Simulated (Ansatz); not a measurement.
hcp against bcc along the 3d metals

Computed with Ansatz 0.2.0, DFT, LDA (PW92), plane waves (420 eV) with PAW, scalar-relativistic. (PAW data from PBE, frozen cores regenerated.)

Each structure is relaxed within its symmetry, in the lowest magnetic state of the tried starts. Differences under about 8 meV lie within the error of the k-point mesh.

```tsv
element	E(hcp) − E(bcc) (meV/atom)	V(hcp) (Å³/atom)	V(bcc) (Å³/atom)	state of hcp	state of bcc
Sc	-120	22.59	22.77	spin not included	spin not included
Ti	-89	16.11	15.91	non-magnetic	spin not included
V	279	12.90	12.54	spin not included	spin not included
Cr	424	11.17	10.84	spin not included	non-magnetic
Mn	-135	10.04	10.13	non-magnetic	spin not included
Fe	-160	9.56	10.39	spin not included	ferromagnetic
Co	-145	10.01	10.21	ferromagnetic	ferromagnetic
Cu	-32	10.90	10.93	spin not included	spin not included
Zn	-102	13.56	13.67	spin not included	spin not included
```
